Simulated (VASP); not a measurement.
# BeTe: single point with PBE

BeTe:

```
Be Te
1.0
     0.00000    2.68031    2.68031
     2.68031    0.00000    2.68031
     2.68031    2.68031    0.00000
Be Te
1 1
Direct
  0.50000 0.50000 0.50000
  0.00000 0.00000 0.00000
```

The cell was built by a generator and needn't be a form met in nature.

| Item | Value |
| --- | --- |
| Program | VASP 6.6.1 |
| Task | single point |
| Functional | PBE |
| Potentials or basis | VASP PAW PBE potentials, release 64 (Be, Te) |
| Cutoff | 520 eV |
| k mesh | 9 × 9 × 9 |
| Occupations | fermi-dirac, width 0.05 eV |
| Spin | no spin polarisation |

| Quantity | Value |
| --- | --- |
| Pressure | 0.0 GPa |
| Band gap on the k mesh | none (metal or under the smearing width) |

Levels at points of the mesh, in eV from the Fermi level:
```tsv
k point	band 1	band 2	band 3	band 4	band 5	band 6	band 7	band 8
(0.00, 0.00, 0.00)	-13.31	-0.22	-0.22	-0.22	3.10	6.32	6.32	6.32
```

It took 28 s on 1 thread of Intel(R) Xeon(R) Platinum 8175M CPU @ 2.50GHz (Skylake/Cascade Lake), with other jobs on the host, peak memory 0.16 GiB.

The run has no spin-orbit coupling, so splittings on Te are missing.
